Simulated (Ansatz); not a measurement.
# Relaxing Al₂Ru

Theory: Ansatz, DFT PBEsol, scalar-relativistic, plane waves, PAW. Run with 420 eV cutoff, 10×10×10 k-mesh, Gaussian smearing of 0.01 eV, no spin polarisation.

What was changed: shear of c along a, cell held, atoms relaxed: +2.0 %.

Command:

```bash
ansatz run input.yaml --threads 1 --pin off --max-ram 2560MiB --backend cpu --events-out ev --progress --plain --runs-dir out
```

Input:

```yaml
crystal:
  lattice:
    - [0.0, 3.9876480407, 4.385079349]
    - [2.3505690918, 0.0, 4.385079349]
    - [2.3505690918, 4.0371219785, 0.0544047871]
  atoms:
    - { symbol: Al, position: [0.0800569718, 0.420206492, 0.079143336] }
    - { symbol: Al, position: [0.4214857379, 0.0787817919, 0.4222290174] }
    - { symbol: Al, position: [0.1699430282, 0.829793508, 0.170856664] }
    - { symbol: Al, position: [0.8285142621, 0.1712182081, 0.8277709826] }
    - { symbol: Ru, position: [0.7500193277, 0.7498344327, 0.7502103533] }
    - { symbol: Ru, position: [0.4999806723, 0.5001655673, 0.4997896467] }
basis:
  ecutwfc: 420
kpoints:
  mp_grid: { grid: [10, 10, 10] }
hamiltonian:
  xc: pbesol
scf:
  occupations: { method: gaussian, width: 0.01 }
output:
  forces: true
  stress: true
  eigenvalues: true
relax:
  adjacent_minimum: "off"
  f_tol: 0.008
  max_steps: 40
```

F is the free energy.

Steps:

```csv
step,F − F(1) (eV),largest force component (eV/Å)
1,0.0000,0.035
2,-0.0004,0.037
3,-0.0003,0.044
4,-0.0005,0.004
```

Relaxed structure:

```yaml
crystal:
  lattice:
    - [0.00000, 3.98765, 4.38508]
    - [2.35057, 0.00000, 4.38508]
    - [2.35057, 4.03712, 0.05440]
  atoms:
    - { symbol: Al, position: [0.08125, 0.41927, 0.07932] }
    - { symbol: Al, position: [0.42190, 0.07864, 0.42344] }
    - { symbol: Al, position: [0.16875, 0.83073, 0.17068] }
    - { symbol: Al, position: [0.82810, 0.17136, 0.82656] }
    - { symbol: Ru, position: [0.75009, 0.74966, 0.75037] }
    - { symbol: Ru, position: [0.49991, 0.50034, 0.49963] }
```

It takes space group P-1 (No. 2, triclinic). Conventional cell: a = 4.629 Å, b = 4.672 Å, c = 4.928 Å, α = 103.79°, β = 103.51°, γ = 119.27°. Around Al (site symmetry 1) lie 5 Ru at 2.55 to 2.73 Å and 5 Al at 2.59 to 2.75 Å. Al (site symmetry 1) is surrounded by 5 Ru at 2.56 to 2.74 Å and 5 Al at 2.58 to 2.75 Å. Around Ru (site symmetry 1) lie 10 Al at 2.55 to 2.74 Å.

The run converged. The run took 3.4 min on 1 thread of Intel(R) Xeon(R) Platinum 8488C (Sapphire Rapids) (shared host), peak memory 1.1 GiB.